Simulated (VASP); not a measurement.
A convergence study with VASP on NaBr (space group Fm-3m): one setting is varied, all else stays as given below, so the limit is that of these other settings.

```
CELL_PARAMETERS angstrom
      0.00000     2.97008     2.97008
      2.97008     0.00000     2.97008
      2.97008     2.97008     0.00000
ATOMIC_POSITIONS crystal
  Na 0.00000 0.00000 0.00000
  Br 0.50000 0.50000 0.50000
```

All values below come from PBE GGA, VASP's PBE PAW potentials (set 64) (plane waves; VASP). The tightest run used: 300 eV cut-off, 11×11×11 Γ-centred mesh, Gaussian smearing of 0.010 eV, potentials Na_pv Br.

| setting | mean ε∞ | irreducible k-points |
|---|---|---|
| 3×3×3 mesh | 3.18 | 4 |
| 4×4×4 mesh | 2.96 | 8 |
| 5×5×5 mesh | 2.90 | 10 |

These are the cheaper rows. Estimate the results at 11×11×11 mesh, and how far the last row shown lies from them.

```
quantity  tightest run  last row shown is off by
--------  ------------  ------------------------
mean ε∞           2.88                      0.02
```

Left out are rungs that failed or repeat a setting and relaxations that didn't move; long series are thinned to 24 rows.

The structure is a typed NaBr crystal (space group no. 225). The cell was not relaxed at this level.
